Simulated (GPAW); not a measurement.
Crystal: PbS (Galena).

```
Pb S
1.0
     0.00000    2.96575    2.96575
     2.96575    0.00000    2.96575
     2.96575    2.96575    0.00000
Pb S
1 1
Direct
  0.00000 0.00000 0.00000
  0.50000 0.50000 0.50000
```

| Item | Value |
| --- | --- |
| Program | GPAW 26.7.0 |
| Task | single point |
| Functional | PBEsol |
| Potentials or basis | PAW data sets generated in the run's folder for this functional |
| Cutoff | 600 eV |
| Basis | pw |
| k mesh | 8 × 8 × 8 |
| Occupations | fermi-dirac, width 0.05 eV |
| Spin | no spin polarisation |

On this cell: pressure -1.1 GPa; largest force zero by symmetry; band gap on the k mesh 0.20 eV, direct.

The same run follows on a disturbed copy (atoms moved at random, drawn with an rms of 0.05 Å):

```
Pb S
1.0
     0.00000    2.96575    2.96575
     2.96575    0.00000    2.96575
     2.96575    2.96575    0.00000
Pb S
1 1
Direct
  0.98849 0.01386 0.99772
  0.49387 0.50530 0.49704
```

Problem. What changes?

Solution. The energy moves by +0.0 meV/atom; pressure -1.1 GPa; largest force 0.005 eV/Å; band gap on the k mesh 0.20 eV, direct.

Forces in eV/Å, atoms in the order of the input:
```
Pb  -0.005  0.002 -0.002
S    0.005 -0.002  0.002
```

Caveats: spin-orbit coupling is left out, which as a rule narrows the gap of such compounds by several tenths of an eV.

A k mesh can miss the band edges.
